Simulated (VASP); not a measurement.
Runs of VASP 6.6.1 on Pt. Symmetry: P6_3/mmc, No. 194, hexagonal system. Conventional cell: a = 2.725 Å, b = 2.725 Å, c = 4.701 Å, α = 90.00°, β = 90.00°, γ = 120.00°. Pt (site symmetry -6m2) has 12 Pt at 2.73 to 2.83 Å as nearest neighbours. This isn't the form of Pt at room conditions, which is fcc.

```csv
level,k mesh,cutoff (eV),smearing,gap on the mesh (eV),pressure (GPa)
r2SCAN,18 × 18 × 10,520,gaussian 0.1 eV,none,5.9
PBEsol,18 × 18 × 10,700,gaussian 0.1 eV,none,0.0
PBEsol,18 × 18 × 10,900,gaussian 0.1 eV,none,(a)
PBEsol,18 × 18 × 10,520,gaussian 0.5 eV,none,(b)
PBEsol,27 × 27 × 14,520,gaussian 0.1 eV,none,-0.1
```

Alike in all rows: task single point; potentials or basis VASP PAW PBE potentials, release 64 (Pt); no spin polarisation; cell as given.

Task: Fill in the values left out.

Result: (a) 0.1; (b) 1.3.

Caveats: the PAW data sets were made with another functional, which shifts forces and pressure a little.

A k mesh can miss the band edges, and the runs leave out spin-orbit coupling on Pt.

A gap of «none» marks a metal or a gap under the smearing width.

Not every run made on this cell is shown here.
